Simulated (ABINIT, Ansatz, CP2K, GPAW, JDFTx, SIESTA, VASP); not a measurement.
**ZrB2: programs and potentials compared**

```
Zr B
1.0
     3.17000    0.00000    0.00000
    -1.58500    2.74530    0.00000
     0.00000    0.00000    3.53300
Zr B
1 2
Direct
  0.00000 0.00000 0.00000
  0.66667 0.33333 0.50000
  0.33333 0.66667 0.50000
```

Alike in all runs: task single point; functional PBEsol; k mesh 10 × 10 × 8; occupations fermi-dirac, width 0.05 eV; no spin polarisation; no spin-orbit coupling. Pressure is positive in compression and, in plane waves, holds the error of the finite cutoff, which Ansatz's Pulay term estimates and takes out.

```csv
program and potentials,plane-wave cutoff (eV),notes,pressure (GPa)
"Ansatz, Ansatz PAW",420,"potentials made for PBE, which Ansatz adapts in part; Pulay term of +0.18 GPa included",-4.07
"GPAW, PAW data sets generated for this functional",800,-,?
"VASP, PBE PAW files B, Zr_sv, 520 eV",520,potentials made for PBE,-3.75
"SIESTA, files PseudoDojo sr-pbesol-0.4.1-standard, DZP (energy shift 0.003 Ry; two zetas on semicore shells)",-,atomic basis,-2.81
"ABINIT, PseudoDojo NC SR PBEsol v0.4.1 standard",1034,-,-3.74
"Ansatz, all-electron LAPW, scalar-relativistic",-,-,-4.05
"CP2K, POTENTIAL_UZH Zr GTH-PBE-q12, B GTH-PBE-q3; TZVP-MOLOPT-PBE-GTH basis",-,atomic basis; potentials made for PBE,-1.54
"JDFTx, PseudoDojo-SR-PBEsol-0.4.1-standard with smoothed tails",1034,-,-3.74
```

Estimate from the other rows what the run with GPAW, PAW data sets generated for this functional gave.

Pressure -4.84 GPa. The other rows, which needn't bracket it: pressure -4.07 to -1.54.
